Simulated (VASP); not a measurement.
# Al2GaN3 (Cmc2_1) in VASP: single point with r2SCAN

Aim: the single point of Al2GaN3 with r2SCAN.

Program: VASP 6.6.1. These are calculated values, not measurements. Logs are shortened: lines on timing, memory, paths and dates and some standing lists are left out, and cuts for length are marked.

## Step 1: The crystal as given

The structure is orthorhombic, space group Cmc2_1 (No. 36). Conventional cell: a = 9.470 Å, b = 5.465 Å, c = 5.102 Å, α = 90.00°, β = 90.00°, γ = 90.00°. Al (site symmetry 1) is surrounded by 4 N at 1.90 to 1.91 Å. Ga (site symmetry m) is surrounded by 4 N at 1.97 to 1.98 Å. N (site symmetry 1) has 3 Al at 1.90 to 1.91 Å and 1 Ga at 1.97 Å as nearest neighbours. Around N (site symmetry m) lie 2 Al at 1.90 Å and 2 Ga at 1.97 to 1.98 Å.

The cell was built by a generator and needn't be a form met in nature.

## Step 2: Single point, r2SCAN

INCAR reads:

```
SYSTEM = Al2GaN3
PREC     = Accurate       ! precision mode
ENCUT    = 520            ! plane-wave cutoff, eV
EDIFF    = 1E-6           ! SCF threshold, eV
ISMEAR   = 0              ! smearing method
SIGMA    = 0.03           ! smearing width, eV
LREAL    = .False.        ! projectors in reciprocal space
LASPH    = .True.         ! aspherical terms in the spheres
NELM     = 150            ! most SCF steps
ALGO     = Normal         ! electronic algorithm
ISIF     = 2              ! what is computed and relaxed
LWAVE    = .False.        ! write WAVECAR
LCHARG   = .False.        ! write CHGCAR
METAGGA  = R2SCAN         ! meta-GGA
LMIXTAU  = .True.       
NBANDS   = 46             ! bands
KPAR     = 4
```

KPOINTS reads:

```
Automatic mesh
0
Gamma
  6 6 6
  0 0 0
```

POSCAR reads:

```
Al2GaN3
1.0
    4.7350300000     -2.7324000000      0.0000000000
    4.7350300000      2.7324000000      0.0000000000
    0.0000000000      0.0000000000      5.1019400000
Al Ga N
4 2 6
Direct
    0.8334810000      0.5022990000      0.0003630000
    0.4977010000      0.1665190000      0.0003630000
    0.5022990000      0.8334810000      0.5003630000
    0.1665190000      0.4977010000      0.5003630000
    0.1690180000      0.8309820000      0.0007250000
    0.8309820000      0.1690180000      0.5007250000
    0.1666850000      0.4906090000      0.8749670000
    0.5093910000      0.8333150000      0.8749670000
    0.8242200000      0.1757800000      0.8887560000
    0.1757800000      0.8242200000      0.3887560000
    0.4906090000      0.1666850000      0.3749670000
    0.8333150000      0.5093910000      0.3749670000
```

Potentials or basis: VASP PAW PBE potentials, release 64 (Al, Ga_d, N).

On the command line:

```sh
$ cat potpaw_PBE.64/Al/POTCAR potpaw_PBE.64/Ga_d/POTCAR potpaw_PBE.64/N/POTCAR > POTCAR
$ mpirun -np 4 vasp_std > vasp.out
```

OUTCAR:

```text
SYSTEM = Al2GaN3
   PREC = Accurate
   ENCUT = 520
   EDIFF = 1E-6
   ISMEAR = 0
   LREAL = .False.
   LASPH = .True.
   NELM = 150
   ISIF = 2
   METAGGA = R2SCAN

 ion  position               nearest neighbor table
   1  0.833  0.502  0.000-   9 1.90   8 1.90   7 1.90  12 1.91   4 3.13   4 3.13   3 3.13   3 3.13
                             6 3.14   6 3.14   2 3.14   2 3.14   2 3.18
   2  0.498  0.167  0.000-   9 1.90   7 1.90   8 1.90  11 1.91   3 3.13   3 3.13   4 3.13   4 3.13
                             6 3.14   6 3.14   1 3.14   1 3.14   1 3.18
   3  0.502  0.833  0.500-  10 1.90  12 1.90  11 1.90   8 1.91   2 3.13   2 3.13   1 3.13   1 3.13
                             5 3.14   5 3.14   4 3.14   4 3.14   4 3.18
   4  0.167  0.498  0.500-  10 1.90  11 1.90  12 1.90   7 1.91   1 3.13   1 3.13   2 3.13   2 3.13
                             5 3.14   5 3.14   3 3.14   3 3.14   3 3.18
   5  0.169  0.831  0.001-   9 1.97   8 1.97   7 1.97  10 1.98   3 3.14   4 3.14   3 3.14   4 3.14

   6  0.831  0.169  0.501-  10 1.97  11 1.97  12 1.97   9 1.98   1 3.14   2 3.14   1 3.14   2 3.14

   7  0.167  0.491  0.875-   2 1.90   1 1.90   4 1.91   5 1.97
   8  0.509  0.833  0.875-   1 1.90   2 1.90   3 1.91   5 1.97
   9  0.824  0.176  0.889-   1 1.90   2 1.90   5 1.97   6 1.98
  10  0.176  0.824  0.389-   3 1.90   4 1.90   6 1.97   5 1.98
  11  0.491  0.167  0.375-   4 1.90   3 1.90   2 1.91   6 1.97
  12  0.833  0.509  0.375-   3 1.90   4 1.90   1 1.91   6 1.97

  LATTYP: Found a base centered orthorhombic cell.
 ALAT       =     5.4648000000
 B/A-ratio  =     1.7329197775
 C/A-ratio  =     0.9336004977

  Lattice vectors:

 A1 = (  -4.7350300000,  -2.7324000000,   0.0000000000)
 A2 = (   4.7350300000,  -2.7324000000,   0.0000000000)
 A3 = (   0.0000000000,   0.0000000000,   5.1019400000)

Analysis of symmetry for initial positions (statically):
=====================================================================
 Subroutine PRICEL returns:
 Original cell was already a primitive cell.

 Routine SETGRP: Setting up the symmetry group for a
 base centered orthorhombic supercell.

 Subroutine GETGRP returns: Found  4 space group operations
 (whereof  2 operations were pure point group operations)
 out of a pool of  8 trial point group operations.

The static configuration has the point symmetry C_1h.
 The point group associated with its full space group is C_2v.

Analysis of symmetry for dynamics (positions and initial velocities):
=====================================================================
 Subroutine PRICEL returns:
 Original cell was already a primitive cell.

 Routine SETGRP: Setting up the symmetry group for a
 base centered orthorhombic supercell.

 Subroutine GETGRP returns: Found  4 space group operations
 (whereof  2 operations were pure point group operations)
 out of a pool of  8 trial point group operations.

The dynamic configuration has the point symmetry C_1h.
 The point group associated with its full space group is C_2v.

 Subroutine INISYM returns: Found  4 space group operations
 (whereof  2 operations are pure point group operations),
 and found     1 'primitive' translations

----------------------------------------------------------------------------------------

                                     Primitive cell

  volume of cell :     132.0178

  direct lattice vectors                    reciprocal lattice vectors
     4.735030000 -2.732400000  0.000000000     0.105595952 -0.182989313  0.000000000
     4.735030000  2.732400000  0.000000000     0.105595952  0.182989313  0.000000000
     0.000000000  0.000000000  5.101940000     0.000000000  0.000000000  0.196003873

  length of vectors
     5.466856397  5.466856397  5.101940000     0.211271375  0.211271375  0.196003873

  position of ions in fractional coordinates (direct lattice)
     0.833481000  0.502299000  0.000363000
     0.497701000  0.166519000  0.000363000
     0.502299000  0.833481000  0.500363000
     0.166519000  0.497701000  0.500363000
     0.169018000  0.830982000  0.000725000
     0.830982000  0.169018000  0.500725000
     0.166685000  0.490609000  0.874967000
     0.509391000  0.833315000  0.874967000
     0.824220000  0.175780000  0.888756000
     0.175780000  0.824220000  0.388756000
     0.490609000  0.166685000  0.374967000
     0.833315000  0.509391000  0.374967000

  ion indices of the primitive-cell ions
   primitive index   ion index
                 1           1
                 2           2
                 3           3
                 4           4
                 5           5
                 6           6
                 7           7
                 8           8
                 9           9
                10          10
                11          11
                12          12

----------------------------------------------------------------------------------------

 KPOINTS: Automatic mesh

Automatic generation of k-mesh.
 Grid dimensions read from file:
 generate k-points for:    6    6    6

 Generating k-lattice:

  Cartesian coordinates                     Fractional coordinates (reciprocal lattice)
     0.017599325 -0.030498219  0.000000000     0.166666667  0.000000000  0.000000000
     0.017599325  0.030498219  0.000000000     0.000000000  0.166666667  0.000000000
     0.000000000  0.000000000  0.032667312     0.000000000  0.000000000  0.166666667

  Length of vectors
     0.035211896  0.035211896  0.032667312

  Shift w.r.t. Gamma in fractional coordinates (k-lattice)
     0.000000000  0.000000000  0.000000000

 Subroutine IBZKPT returns following result:
 ===========================================

 Found     52 irreducible k-points:

 Following reciprocal coordinates:
            Coordinates               Weight
  0.000000  0.000000  0.000000      1.000000
  0.166667  0.000000  0.000000      4.000000
  0.333333 -0.000000  0.000000      4.000000
  0.500000  0.000000  0.000000      2.000000
  0.166667  0.166667  0.000000      2.000000
  0.333333  0.166667  0.000000      4.000000
[... 16 lines left out ...]
  0.333333  0.333333  0.166667      4.000000
  0.500000  0.333333  0.166667      8.000000
 [... further k-points ...]
   k-points           NKPTS =     52   k-points in BZ     NKDIM =     52   number of bands    NBANDS=     46
   number of dos      NEDOS =    301   number of ions     NIONS =     12
   total plane-waves  NPLWV =  70560
   dimension x,y,z NGX =    42 NGY =   42 NGZ =   40
   dimension x,y,z NGXF=    84 NGYF=   84 NGZF=   80
   ions per type =               4   2   6
   NGX,Y,Z   is equivalent  to a cutoff of  12.77, 12.77, 13.03 a.u.
   NGXF,Y,Z  is equivalent  to a cutoff of  25.54, 25.54, 26.07 a.u.
 SYSTEM =  Al2GaN3
   PREC   = accura    normal or accurate (medium, high low for compatibility)
   ISTART =      0    job   : 0-new  1-cont  2-samecut
   ICHARG =      2    charge: 1-file 2-atom 10-const
   ISPIN  =      1    spin polarized calculation?
   LNONCOLLINEAR =      F non collinear calculations
   LSORBIT =      F    spin-orbit coupling
   LASPH  =      T    aspherical Exc in radial PAW
   ENCUT  =  520.0 eV  38.22 Ry    6.18 a.u.  10.16 10.16  9.49*2*pi/ulx,y,z
   NELM   =    150;   NELMIN=  2; NELMDL= -5     # of ELM steps
   EDIFF  = 0.1E-05   stopping-criterion for ELM
   LREAL  =      F    real-space projection
   EDIFFG = 0.1E-04   stopping-criterion for IOM
   NSW    =      0    number of steps for IOM
   IBRION =     -1    ionic relax: 0-MD 1-quasi-New 2-CG
   NFREE  =      0    steps in history (QN), initial steepest desc. (CG)
   ISIF   =      2    stress and relaxation
   ISYM   =      2    0-nonsym 1-usesym 2-fastsym
   POTIM  = 0.5000    time-step for ionic-motion
   TEBEG  =    0.0;   TEEND  =   0.0 temperature during run
   PSTRESS=    0.0 pullay stress
   NELECT =      68.0000    total number of electrons
   NUPDOWN=      -1.0000    fix difference up-down
   EMIN   =  10.00;   EMAX   =-10.00  energy-range for DOS
   EFERMI =   0.00;   METHOD = LEGACY
   ISMEAR =     0;   SIGMA  =   0.03  broadening in eV -4-tet -1-fermi 0-gaus
   EFERMI_NEDOS =   21; number of points for ismear=-14 and -15
   IALGO  =     38    algorithm
   IMIX   =      4    mixing-type and parameters
     AMIX     =   0.40;   BMIX     =  1.00
     AMIX_MAG =   1.60;   BMIX_MAG =  1.00
  volume/ion in A,a.u.               =      11.00        74.24
  Fermi-wavevector in a.u.,A,eV,Ry     =   1.312302  2.479891 23.431079  1.722136
  Thomas-Fermi vector in A             =   2.442703
   LORBIT       =      0    0 simple, 1 ext, 2 COOP (PROOUT), +10 PAW based schemes
   METAGGA = R2SCAN    functional components
   LHFCALC =     F    Hartree Fock is set to
   AEXX    =    0.0000 exact exchange contribution
   IVDW    =     0    specifies the selected vdW correction
   LEPSILON=     F    determine dielectric tensor
   LRPA    =     F    only Hartree local field effects (RPA)
 non-spin polarized calculation
 Gauss-broadening in eV      SIGMA  =   0.03
  energy-cutoff  :      520.00
  volume of cell :      132.02
 maximum number of plane-waves:      3588
 NGX is ok and might be reduce to    42
   NGX = 21   NGY = 21   NGZ = 19

 number of electron      68.0000024 magnetization

 Free energy of the ion-electron system (eV)
  ---------------------------------------------------
  ext. energy  EPLUGINS =         0.00000000
  ---------------------------------------------------
  free energy    TOTEN  =      -120.67284740 eV

  energy without entropy =     -120.67284740  energy(sigma->0) =     -120.67284740

 E-fermi :   5.4616     XC(G=0): -11.7326

 val. band max:        5.2891656577   @ k =   0.0000   0.0000   0.0000
 cond. band min:       9.0911253603   @ k =   0.0000   0.0000   0.0000
 fundamental gap:      3.8019597026
 Fermi energy:         5.4616021174

 k-point     1 :       0.0000    0.0000    0.0000
  band No.  band energies     occupation
      1     -10.7079      2.00000
      2      -9.4934      2.00000
      3      -9.2126      2.00000
      4      -8.9906      2.00000
      5      -8.9823      2.00000
      6      -8.9309      2.00000
[... 38 lines left out ...]
     45      16.2081      0.00000
     46      16.4316      0.00000
[... 1086 lines left out ...]
      6      -8.9115      2.00000
[... 38 lines left out ...]
     45      15.6931      0.00000
     46      15.8941      0.00000

 [... further k-points ...]
[... 5 lines left out ...]
  --------------------------------------------------------------------------------------
  -------------------------------------------------------------------------------------
  Total       -4.0766601     -4.0643931     -4.0783939      0.0000000      0.0000000      0.0000000
  in kB      -49.4746504    -49.3257764    -49.4956919      0.0000000      0.0000000      0.0000000
  external PRESSURE =     -49.4320396 kB  Pullay stress =       0.0000000 kB

 VOLUME and BASIS-vectors are now :
 -----------------------------------------------------------------------------
  energy-cutoff  :      520.00
  volume of cell :      132.02
      direct lattice vectors                 reciprocal lattice vectors
     4.735030000 -2.732400000  0.000000000     0.105595952 -0.182989313  0.000000000
     4.735030000  2.732400000  0.000000000     0.105595952  0.182989313  0.000000000
     0.000000000  0.000000000  5.101940000     0.000000000  0.000000000  0.196003873

 POSITION                                       TOTAL-FORCE (eV/Angst)
 -----------------------------------------------------------------------------------
      6.32496     -0.90492      0.00185        -0.003984     -0.002896      0.000846
      3.14510     -0.90492      0.00185         0.003984     -0.002896      0.000846
      6.32496      0.90492      2.55282        -0.003984      0.002896      0.000846
      3.14510      0.90492      2.55282         0.003984      0.002896      0.000846
      4.73503      1.80875      0.00370         0.000000      0.014257     -0.012441
      4.73503     -1.80875      2.55467         0.000000     -0.014257     -0.012441
      3.11231      0.88509      4.46403         0.014562      0.007241      0.011131
      6.35775      0.88509      4.46403        -0.014562      0.007241      0.011131
      4.73503     -1.77180      4.53438         0.000000     -0.018077     -0.011512
      4.73503      1.77180      1.98341         0.000000      0.018077     -0.011512
      3.11231     -0.88509      1.91306         0.014562     -0.007241      0.011131
      6.35775     -0.88509      1.91306        -0.014562     -0.007241      0.011131
 -----------------------------------------------------------------------------------
    total drift:                               -0.000001     -0.000000     -0.080830

  FREE ENERGIE OF THE ION-ELECTRON SYSTEM (eV)
  ---------------------------------------------------
  free  energy   TOTEN  =      -120.6728474040 eV

  energy  without entropy=     -120.6728474040  energy(sigma->0) =     -120.67284740
```

It took 10 min on 4 MPI ranks of Intel Xeon Platinum 8259CL at 2.50GHz (Skylake/Cascade Lake), shared host; peak memory 0.45 GiB.

What came out:

```yaml
Free_energy: -120.6728 eV
Pressure: -4.9 GPa
Largest_force: 0.021 eV/Å
Band_gap_on_the_k_mesh: 3.80 eV, direct
```

Forces in eV/Å, atoms in the order of the input:
```
Al  -0.004 -0.003  0.001
Al   0.004 -0.003  0.001
Al  -0.004  0.003  0.001
Al   0.004  0.003  0.001
Ga   0.000  0.014 -0.012
Ga   0.000 -0.014 -0.012
N    0.015  0.007  0.011
N   -0.015  0.007  0.011
N    0.000 -0.018 -0.012
N    0.000  0.018 -0.012
N    0.015 -0.007  0.011
N   -0.015 -0.007  0.011
```

Caveat: the PAW data sets were made with another functional, which shifts forces and pressure a little.
